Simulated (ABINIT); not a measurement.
The system is Sn.

```
Sn
1.0
    -1.72654    1.77555    2.33834
     1.72654   -1.77555    2.33834
     1.72654    1.77555   -2.33834
Sn
1
Direct
  0.00000 0.00000 0.00000
```

This isn't the form of Sn at room conditions, which is tetragonal (white tin).

Base run:

| Quantity | Value |
| --- | --- |
| Program | ABINIT 10.8.3 (patched build) |
| Functional | PBEsol |
| Potentials or basis | PseudoDojo NC SR PBEsol v0.4.1 standard |
| Cutoff | 980 eV |
| k mesh | 11 × 11 × 11 |
| Occupations | fermi-dirac, width 0.05 eV |
| Spin | no spin polarisation |

Its results: band gap on the k mesh none (metal or under the smearing width); pressure -3.6 GPa.

Q: The run is repeated on the same cell with these changes: functional from PBEsol to SCAN; potentials or basis from PseudoDojo NC SR PBEsol v0.4.1 standard to JTH PAW PBE v2.0; cutoff from 980 eV to 707 eV. What comes out?

A: Band gap on the k mesh none (metal or under the smearing width); pressure -2.4 GPa.

Caveats: spin-orbit coupling is left out, which moves the levels of the heavy elements; the PAW data sets were made with another functional, which shifts forces and pressure a little (some runs).
